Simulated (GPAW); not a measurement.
## RbBr (Fm-3m): one start, several treatments of the self-energy

It takes space group Fm-3m (No. 225, cubic). The conventional cell has a = 6.854 Å, b = 6.854 Å, c = 6.854 Å, α = 90.00°, β = 90.00°, γ = 90.00°. Rb has 6 Br at 3.43 Å nearest. Br has 6 Rb at 3.43 Å nearest. Farther neighbours and most contacts between anions are not listed.

| Property | Result |
| --- | --- |
| method | DFT, PBE, plane waves, PAW (and 1 further level or step) |
| program | GPAW 26.7.0 |
| settings of one run | cutoff 450 eV, GPAW PAW setups 1.2.1 data release, 4×4×4 k-mesh, nbands 433 |
| cost | 3 runs, 22 min in all on 4 MPI ranks of Arm Neoverse V1, shared host (the runs of this entry) |
| notes | The database entry behind the starting cell differs from later determinations by our own check (about 0.5 % short). The cell and positions come from the Crystallography Open Database and are kept as given unless a step says otherwise. Limits: no spin-orbit coupling. Bands and cutoff are finite, so the gap is not at the basis limit. The miss can reach some tenths of an eV and take either sign; the mesh is an error of its own. |
| G0W0, Godby-Needs plasmon pole | 6.899 eV |
| G0W0 with rALDA vertex | 6.834 eV |
| known limits | not at the basis limit; no spin-orbit coupling |

G0W0 with rALDA vertex: −0.065 eV against G0W0, Godby-Needs plasmon pole, at other bands or cutoff, so not like for like. With the rALDA kernel as a vertex the gap is 6.69 eV (in the polarisability), 7.06 eV (in the self-energy) and 6.88 eV (in both), against 6.90 eV without.

[Runs of the session that timed out or met a known fault of the program may be left out.]

[Hosts, paths, dates, database ids (printed as entryN), source tags and the programs' standing remarks are cut or masked in the printed files.]
